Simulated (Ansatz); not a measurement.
## W under changes of volume

One of the cells (16.731 Å³/atom); the others are scaled copies at fixed shape and fractional positions:

```xyz
1
Lattice="0.0000 2.0300 2.0300 2.0300 0.0000 2.0300 2.0300 2.0300 0.0000" Properties=species:S:1:pos:R:3 pbc="T T T"
W     0.0000    0.0000    0.0000
```

This isn't the form of W at room conditions, which is bcc.

| Item | Value |
| --- | --- |
| Program | Ansatz 0.2.0 |
| Functional | LDA |
| Potentials or basis | Ansatz PAW |
| Cutoff | 420 eV (not typed: the program's choice for these potentials) |
| k mesh | 11 × 11 × 11 |
| Occupations | fermi-dirac, width 0.05 eV |
| Spin | no spin polarisation |

```tsv
volume (Å³/atom)	energy over the lowest point (meV/atom)	pressure (GPa)
15.727	0.00	-0.2
16.062	7.15	-6.6
16.396	27.21	-12.4
16.731	58.83	-17.7
17.065	100.79	-22.3
17.400	151.95	-26.5
17.735	?	?
```

**Question.** What does the run at 17.735 Å³/atom give?

**Answer.** Energy over the lowest point 211.33 meV/atom; pressure -30.1 GPa.

Worked out: A Birch-Murnaghan fit of order 3 (a polynomial in V^(-2/3)) to the other rows has its minimum at 15.72 Å³/atom, just outside them, with B0 = V·E''(V) = 327 GPa and B' = 4.4. It gives 211.39 meV/atom at 17.735 Å³/atom, against the run's 211.33, and -dE/dV = -30.2 GPa, against -30.1.

Energies are extrapolated to zero smearing.

Caveats: the PAW data sets come from PBE, with cores solved anew for the run's functional, which leaves a small shift of forces and pressure.
